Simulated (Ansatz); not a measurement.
# SnSe2: optical response, part 2 of 2

This session takes SnSe2 and sets out to tighten the relaxation for response calculations, estimate band transport and get the dielectric function.

Ansatz 0.2.0; DFT PBE+D3(BJ), scalar-relativistic, plane waves, PAW. Earlier steps stand in the parts before.

**4. Dielectric function**

Input file input.yaml:

```yaml
crystal:
  lattice:
    - [3.8397304834, 0.0, 0.0]
    - [-1.9198652417, 3.3253041423, 0.0]
    - [0.0, 0.0, 6.0097791039]
  atoms:
    - { symbol: Sn, position: [0.0, 0.0, 0.0] }
    - { symbol: Se, position: [0.3333333333, 0.6666666667, 0.2651797792] }
    - { symbol: Se, position: [0.6666666667, 0.3333333333, 0.7348202208] }
basis:
  ecutwfc: 420
kpoints:
  mp_grid: { grid: [12, 12, 6] }
hamiltonian:
  xc: pbe
  dispersion: d3bj
scf:
  occupations: { method: gaussian, width: 0.01 }
  n_extra_bands: 12
output:
  eigenvalues: true
  optics: { e_range: [0, 14], sigma: 0.1, nscf_kmesh: { grid: [18, 18, 10] } }
checkpoint:
  read: start.run
  write: ck
  compress: false
  write_wavefunctions: false
  write_every: 100000
```

Run with:

```bash
$ ansatz run input.yaml --threads 2 --pin off --max-ram 5120MiB --backend cpu --events-out ev --progress --plain --runs-dir out
```

Log:

```text
Warning: checkpoint.read: basis.xc_grid differs: saved 2, current 1 (points along each axis for each point of the dense box; where the key is left out runs that use forces, runs that use the stress, dielectric runs by a finite field, finite-displacement phonons, runs of phonons.displacement_patterns under a GGA or a meta-GGA, phonons by method: dfpt, dielectric runs by the response, runs on support functions, runs on PAW files under a meta-GGA or a hybrid on one, runs at kind: all_electron or under a hybrid on a GGA, runs under a text's formulas of a gradient, and runs on PAW files that evaluate rPW86 or Becke's exchange or LYP's correlation can take a finer level, which can go by the root key accuracy; a number is taken as typed: the saved number, typed, holds this deck to the state's level, where the deck is accepted there); the SCF iterates at this deck's level from the saved density; a trajectory continued from that state goes on on another energy surface; basis.xc_grid: 2, typed and accepted, keeps it on the saved one
Warning: RAYON_NUM_THREADS=2 ignored (pool sized by the plan → 2); use --threads N
scf.n_extra_bands = 12 over 23 filled bands (N_el = 46.0): the run solves 35 bands
Engine: ansatz 0.2.0, x86_64-unknown-linux-gnu
Pseudopotentials: kind: paw
Pseudopotential: Sn, paw, valence charge 14, recommended cutoff 420 eV (normal), Sn.paw.azcp
Pseudopotential: Se, paw, valence charge 16, recommended cutoff 420 eV (normal), Se.paw.azcp
Functional definition: PBE
  parameter kappa = 0.804
  parameter beta = 0.06672455060314922
  exchange = pbe_x(kappa = kappa, mu = beta*pi^2/3)
  correlation = pbe_c(beta = beta)
Crystal: 3 atoms, lattice volume = 76.734 Å³
Basis set: ecut = 420 eV, 1485 PW (Γ)
Bands: 35, of which v1, the nominal top of the filled ones, is band 23 counted from 1 (22 counted from 0)
Symmetry: 12 space group operations
Space group: P-3m1 (ITA 164), of the structure as read, at distance tolerance 4.2e-5 Å
k-points: 100 of 864
Non-local potential: Sn, projectors of the file, l = 0: 2, l = 1: 2, l = 2: 2, l = 3: 2
Non-local potential: Se, projectors of the file, l = 0: 2, l = 1: 2, l = 2: 3, l = 3: 1
PAW form: soft (Blöchl's): semilocal exchange-correlation on the pseudo side does not see the compensation charge
PAW one-centre angular grid: Sn, 590 points (default); XC on 64 Gauss nodes
PAW one-centre angular grid: Se, 590 points (default); XC on 64 Gauss nodes
Initial density: read from a saved state, or passed on in memory by an earlier SCF of this step, an earlier step, the calling program or the single point that the run made first
Initial wavefunctions: pseudopotential atomic-orbital guess
Functional: x = pbe(κ = 0.804, μ = 0.2195149727645171), c = pbe(β = 0.06672455060314922)
iter 1 solved again at ethr=1.90e-7 eV; its pass at ethr=3.10e-3 eV (dr2=8.73e-5 eV) is discarded
SCF iter   1: F=—  HF=-16964.422789 eV  |F-HF|=—  |Δ(HF+E_count)|=         —  Δρ=6.76e-7  dr2=1.69e-10  ethr=1.90e-7  ⟨swp⟩=4.2  Hψ=25138  notcnv=0
eigensolver tolerance schedule: the retry pair's looser diagonalisation over-reported the residual by 514970.73 of it (diagonalisation noise at an unbounded share of the residual, at the tolerance the schedule requests for it); recorded, not acted on — ethr = c·dr2/N_el stays at c = 1.0e-1
preconditioner: auto → Resta (q_TF=auto, 2.505 Å⁻¹)  ε∞=2.2  [insulator: Δε(μ)=0.348 eV  Ē_g=19.886 eV  σ=0.010 eV  W_gap=1.00  n_scr=22 (ndim 8)  ℏωp=21.6 eV  f_vac=0.045  D(μ)=0.00/eV (n_scr^D=0)  ε∞_Penn≈2.2]
SCF iter   2: F=—  HF=-16964.422788 eV  |F-HF|=—  |Δ(HF+E_count)|=   5.24e-7  Δρ=3.44e-7  dr2=5.04e-11  ethr=1.00e-12  ⟨swp⟩=3.5  Hψ=8203  notcnv=0
SCF iter   3: F=—  HF=-16964.422788 eV  |F-HF|=—  |Δ(HF+E_count)|=  2.91e-11  Δρ=2.31e-7  dr2=2.16e-11  ethr=1.00e-12  ⟨swp⟩=1.0  Hψ=3500  notcnv=0
SCF iter   4: F=-16964.422788 eV  HF=-16964.422788 eV  |F-HF|=3.64e-12  |Δ(HF+E_count)|=    0.00e0  Δρ=1.11e-7  dr2=5.26e-12  ethr=1.00e-12  ⟨swp⟩=3.2  Hψ=7529  notcnv=0
SCF 1 converged in 4 iterations: F = -16964.422788 eV  dr2 = 5.26e-12
NSCF: frozen V_eff on 330 k-points
Optics k sum: 0 of 330 k-points
[...]
SCF converged after 4 iterations
Free energy (F): -16964.422788 eV
Harris-Foulkes:  -16964.422788 eV  (|F-HF|=3.64e-12)
Internal energy: -16964.422788 eV  (E = F + TS)
E sigma→0 (E₀):  -16964.422788 eV
Fermi energy:    8.585434 eV
--- Per-component energies (eV) ---
  E_band       = -851.960463
  E_kinetic    = 424.407550
  E_local      = -5861.201776  (includes V_loc(G=0)·N_el)
  E_nonlocal   = -1222.348409
  E_hartree    = 3011.533957
  E_xc         = -589.718563
  E_vxc        = -291.165650  (∫ρ·V_xc dr)
  E_paw        = -7963.601585  (= ΣΔE_a)
  E_vpaw       = 75.281126  (= ΣTr[D̂ρ^β])
  E_aug_tail   = -0.001196  (compensation charges beyond the density's cutoff)
  E_ewald      = -4762.400768
  E_disp       = -1.091998  (pairwise vdW)
  E_smearing   = -0.000000  (= −TS)
  E_closure    = -0.000000  (closes the sum)
  Σ components = -16964.422788   (vs F -16964.422788, Δ=0.00e0)
--- Band table (eV; the first three rows and the last of 100) ---
  k-point 0: bands = ["-38.6027", "-38.6027", "-38.6027", "-38.6027", "-38.5824", "-38.5824", "-38.5817", "-38.5817", "-38.5741", "-38.5740", "-13.0036", "-13.0036", "-12.9702", "-12.9589", "-12.9589", "-5.5463", "-3.8473", "1.9013", "7.6712", "7.6712", "7.8364", "7.8364", "8.2705", "9.0964", "11.3142", "12.8783", "12.8783", "16.4749", "17.2837", "17.2837", "17.7993", "18.0878", "18.6258", "18.6258", "19.2876"]
  k-point 1: bands = ["-38.6027", "-38.6027", "-38.6027", "-38.6027", "-38.5824", "-38.5824", "-38.5818", "-38.5818", "-38.5741", "-38.5740", "-13.0036", "-13.0036", "-12.9702", "-12.9589", "-12.9589", "-5.4892", "-3.9660", "2.1326", "7.4717", "7.6033", "7.6033", "7.9273", "7.9273", "9.7525", "11.3108", "12.7766", "12.7766", "16.4226", "17.0197", "17.0197", "17.2993", "18.8150", "18.9730", "18.9730", "19.7581"]
  k-point 2: bands = ["-38.6027", "-38.6027", "-38.6027", "-38.6027", "-38.5823", "-38.5823", "-38.5819", "-38.5819", "-38.5741", "-38.5740", "-13.0036", "-13.0036", "-12.9701", "-12.9589", "-12.9589", "-5.3467", "-4.2236", "2.6708", "6.4484", "7.5304", "7.5304", "8.0476", "8.0476", "10.4513", "11.2620", "12.5850", "12.5850", "15.9831", "16.6576", "16.6576", "17.5410", "18.7856", "19.9042", "19.9042", "19.9534"]
  k-point 99: bands = ["-38.6024", "-38.6024", "-38.6024", "-38.6024", "-38.5824", "-38.5822", "-38.5822", "-38.5820", "-38.5737", "-38.5737", "-13.0172", "-13.0172", "-12.9591", "-12.9591", "-12.9412", "-3.5584", "-3.5584", "1.0825", "4.0709", "4.0709", "4.5387", "7.9800", "7.9800", "10.5911", "12.5778", "12.5778", "14.0589", "16.5209", "17.4235", "17.4235", "17.5595", "19.3174", "19.3174", "23.4462", "23.4462"]
```

Run time: 12 min. Hardware: 2 threads of AMD EPYC (Zen 3), shared host; peak memory 2.3 GiB.

The spectrum is a sum over interband transitions of independent particles, without local fields or excitons. The solved bands cover transitions up to 10.5 eV in what follows. Bands above them add 0.16 to ε₁ at zero energy, put in as a constant. From optics.tsv, light polarised along x:

```tsv
E (eV)	n	κ	reflectivity	α (10⁵ cm⁻¹)
0.4	3.77	0.00	0.34	0.00
0.8	3.91	0.00	0.35	0.00
1.2	4.40	0.26	0.40	0.31
1.6	4.28	0.75	0.40	1.22
2.0	4.40	1.11	0.42	2.25
2.4	3.70	1.47	0.39	3.57
2.8	4.16	1.57	0.43	4.45
3.2	3.51	1.79	0.40	5.79
3.6	3.71	2.01	0.43	7.33
4.0	3.14	2.61	0.48	10.59
4.4	3.02	2.30	0.44	10.24
4.8	2.80	2.81	0.50	13.65
5.2	2.14	3.04	0.55	16.02
5.6	1.56	2.90	0.58	16.48
6.0	1.18	2.40	0.55	14.59
6.4	1.09	2.23	0.54	14.49
6.8	0.95	1.99	0.51	13.73
7.2	0.90	1.60	0.41	11.65
7.6	1.16	1.33	0.28	10.23
8.0	1.78	1.51	0.29	12.26
8.4	1.28	2.06	0.46	17.55
8.8	0.88	1.90	0.51	16.92
9.2	0.85	1.74	0.47	16.21
9.6	0.70	1.61	0.49	15.62
10.0	0.66	1.50	0.47	15.22
10.4	0.66	1.39	0.44	14.68
```

**5. Summary of results**

The summary covers parts 1 to 2.

| quantity | value |
| --- | --- |
| conductivity masses at 10¹⁸ cm⁻³, 300 K (n, p) | 0.27, 0.60 m0 |
| Seebeck at 10¹⁸ cm⁻³, 300 K (n, p) | -488, 570 μV/K |
| highest peak of ε₂ (x) | 17.5 at 3.8 eV |
| reflectivity at 2.2 eV (x) | 0.42 |
| ε₁ at zero energy (x) | 13.88 |
| α passes 10⁴ cm⁻¹ (x) | at 1.2 eV |

What this shows: Electrons are the lighter carriers (0.27 against 0.60 m0, harmonic means), so at equal τ they conduct better. Where both carriers are excited across the uncorrected gap of 0.35 eV the Seebeck coefficient drops; a wider true gap would delay that. Absorption along x passes 10⁴ cm⁻¹ at 1.2 eV, beside a least direct gap of 0.83 eV on the SCF mesh; the indirect gap of 0.35 eV gives no absorption without phonons. The energies are Kohn-Sham differences, with no quasiparticle shift and no excitons. With a semilocal gap the spectrum usually lies too low in energy, while excitons would move weight downwards. Against the measured lattice constant a of SnSe2, 3.811 Å (a printed reference work, data compilation), the calculated 3.840 Å is off by +0.8 %. 1 more, off the median of the measured values, is set aside. That is the cell relaxed with PBE+D3(BJ). A measured lattice constant c of SnSe2 is 6.137 Å (powder; “Spacing Dependent and Doping Independent Superconductivity in Intercalated 1T Two Dimensional SnSe2”, 2019, arxiv:1903.08036); the calculated 6.010 Å misses it by -2.1 %. 2 values of this kind are on record in papers (6.12 to 6.137 Å); this one was drawn at random among those near their median. The calculation is for a static lattice.
